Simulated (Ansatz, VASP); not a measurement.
One calculation of Ga3AsP2, two programs

The input INCAR:

```
SYSTEM = Ga3AsP2
PREC = Accurate ; ENCUT = 520
EDIFF = 1E-6 ; ISMEAR = 0
SIGMA = 0.1 ; LREAL = .False.
LASPH = .True. ; NELM = 60
ALGO = Normal ; ISIF = 2
LWAVE = .False. ; LCHARG = .False.
GGA = PE ; NBANDS = 36
```

KPOINTS

```
regular mesh
0
Gamma
  6 6 2
  0 0 0
```

File POSCAR:

```
Ga3AsP2
1.0
    3.8343305000      0.0000000000      0.0000000000
   -1.9171652500      3.3206276200      0.0000000000
    0.0000000000      0.0000000000      9.3921532300
Ga P As
3 2 1
Direct
    0.0000000000      0.0000000000      0.0000000000
    0.3333333300      0.6666666700      0.6666666700
    0.6666666700      0.3333333300      0.3333333300
    0.0000000000      0.0000000000      0.7500000000
    0.3333333300      0.6666666700      0.4166666700
    0.6666666700      0.3333333300      0.0833333300
```

Input for Ansatz:

```yaml
crystal:
  lattice:
    - [3.8343305, 0.0, 0.0]
    - [-1.91716525, 3.32062762, 0.0]
    - [0.0, 0.0, 9.39215323]
  atoms:
    - { symbol: Ga, position: [0.0, 0.0, 0.0] }
    - { symbol: Ga, position: [0.33333333, 0.66666667, 0.66666667] }
    - { symbol: Ga, position: [0.66666667, 0.33333333, 0.33333333] }
    - { symbol: P, position: [0.0, 0.0, 0.75] }
    - { symbol: P, position: [0.33333333, 0.66666667, 0.41666667] }
    - { symbol: As, position: [0.66666667, 0.33333333, 0.08333333] }
basis:
  ecutwfc: 420
kpoints:
  mp_grid: { grid: [6, 6, 2] }
hamiltonian:
  xc: pbe
scf:
  occupations: { method: gaussian, width: 0.1 }
  lower_state_search: "off"
output:
  forces: true
  stress: true
  eigenvalues: true
```

Alike in both runs: task single point; functional PBE; k mesh 6 × 6 × 2; occupations gaussian, width 0.1 eV; no spin polarisation.

```csv
,VASP,Ansatz
version,VASP 6.6.1,Ansatz 0.2.0
potentials or method,"VASP PAW PBE potentials, release 64 (Ga_d, P, As)","scalar-relativistic, plane waves, PAW"
plane-wave cutoff (eV),520,420
valence electrons in the cell,54,64
```

Ansatz gave:

```
gap on the k mesh at the Fermi level (eV)       : 1.46
least direct gap on the mesh (eV)               : 1.77
pressure (GPa)                                  : 7.9
largest component of the traceless stress (GPa) : 0.21
rms of the force components (eV/Å)              : 0.262
```

**Question.** What did VASP give for the same quantities?

**Answer.** gap on the k mesh at the Fermi level (eV): 1.46; least direct gap on the mesh (eV): 1.78; pressure (GPa): 7.9; largest component of the traceless stress (GPa): 0.22; rms of the force components (eV/Å): 0.270.

Atom by atom the forces differ by 0.008 eV/Å (rms over components). The two sets of potentials don't hold the same shells in valence.

A k mesh can miss the band edges. Expect the measured gap to be larger: semilocal functionals such as PBE lack the derivative discontinuity.
